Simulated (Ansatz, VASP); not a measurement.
## H6C2O in VASP and in Ansatz

```xyz
36
Lattice="7.2936 0.0000 0.0000 0.0000 7.2936 0.0000 0.0000 0.0000 7.2936" Properties=species:S:1:pos:R:3 pbc="T T T"
C     1.5089    3.7981    2.2198
C     0.3579    4.7546    2.0192
C     4.3231    2.0866    5.1063
C     5.6065    1.3651    5.4611
C     2.4016    5.2320    6.4012
C     1.0669    5.0671    5.7150
C     4.0192   -0.0153    1.5807
C     2.8820    0.9576    1.3724
O    -0.8274    3.9714    1.8203
O     5.4342   -0.0263    5.1766
O     0.9138    3.6894    5.3648
O     1.6295    0.2618    1.3864
H    -1.5587    4.5835    1.6481
H     0.2559    5.4318    2.8805
H     0.5606    5.3839    1.1444
H     2.4554    4.3330    2.3538
H     1.3472    3.1643    3.1004
H     1.5991    3.1633    1.3318
H     6.2626   -0.4815    5.3976
H     6.4443    1.7712    4.8685
H     5.8504    1.5196    6.5261
H     4.4045    3.1578    5.3202
H     4.0973    1.9619    4.0428
H     3.4841    1.6864    5.6861
H     0.0533    3.5839    4.9284
H     0.2516    5.3758    6.3946
H     1.0287    5.7147    4.8233
H     2.5207    6.2665    6.7284
H     2.4618    4.5857    7.2820
H     3.2207    4.9735    5.7222
H     0.9200    0.9157    1.2679
H     2.9044    1.7019    2.1775
H     3.0004    1.5011    0.4206
H     4.9700    0.5269    1.5996
H     3.8947   -0.5348    2.5373
H     4.0549   -0.7504    0.7720
```

Alike in both runs: functional PBE; dispersion D3(BJ); k mesh 1 × 1 × 1; occupations fermi-dirac, width 0.02 eV; no spin polarisation.

Ansatz relaxed the structure, and its values are those at the end. VASP's run is a single point on that final structure, the one shown.

```csv
,VASP,Ansatz
version,VASP 6.6.1,Ansatz 0.2.0
potentials or method,"VASP PAW PBE potentials, release 64 (C, O, H)","scalar-relativistic, plane waves, PAW"
plane-wave cutoff (eV),520,420
valence electrons in the cell,80,80
```

```tsv
	VASP	Ansatz	Ansatz less VASP
gap on the k mesh at the Fermi level (eV)	4.62	4.62	+0.006
rms of the force components (eV/Å)	0.078	0.060	-0.0180
dispersion energy (meV/atom)	-36.6	-36.6	-0.01
```

Ansatz warned: «xc_potential_rough_in_thin_density».

PBE gaps usually lie below the measured ones, often by a third to a half.
